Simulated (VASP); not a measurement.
A run of VASP 6.6.1:

Contents of INCAR:

```
SYSTEM = Hf
PREC     = Accurate       ! precision mode
ENCUT    = 600            ! plane-wave cutoff, eV
EDIFF    = 1E-6           ! SCF threshold, eV
ISMEAR   = 0              ! smearing method
SIGMA    = 0.1            ! smearing width, eV
LREAL    = .FALSE.        ! projectors in reciprocal space
LASPH    = .TRUE.         ! aspherical terms in the spheres
NELM     = 100            ! most SCF steps
ALGO     = Normal         ! electronic algorithm
ISIF     = 3              ! what is computed and relaxed
LWAVE    = .FALSE.        ! write WAVECAR
LCHARG   = .FALSE.        ! write CHGCAR
GGA      = PE             ! functional
IBRION   = 2              ! ionic algorithm
NSW      = 90             ! ionic steps
EDIFFG   = -0.04          ! ionic threshold
```

File KPOINTS:

```
Automatic mesh
0
G
  6 6 2
  0 0 0
```

Contents of POSCAR:

```
Hf
1.0
    2.9706829920     -1.9633942036      0.0000000000
    2.9706829920      1.9633942036      0.0000000000
    0.0000000000      0.0000000000      8.0091742694
Hf
4
Direct
    0.8500000000      0.1500000000      0.1170000000
    0.6500000000      0.3500000000      0.6170000000
    0.1500000000      0.8500000000      0.8830000000
    0.3500000000      0.6500000000      0.3830000000
```

Potentials or basis: VASP PAW PBE potentials, release 64 (Hf_pv).

Run with:

```console
$ cat potpaw_PBE.64/Hf_pv/POTCAR > POTCAR
$ mpirun -np 1 vasp_std > vasp.out
```

Hardware: 1 thread of Intel(R) Xeon(R) 6975P-C (Granite Rapids) (shared host).

Estimate the wall time of this run.

Wall time 9.5 min on 1 thread of Intel(R) Xeon(R) 6975P-C (Granite Rapids) (shared host), peak memory 0.26 GiB. Counts: scf iterations 260, k points 26, ion steps 35.
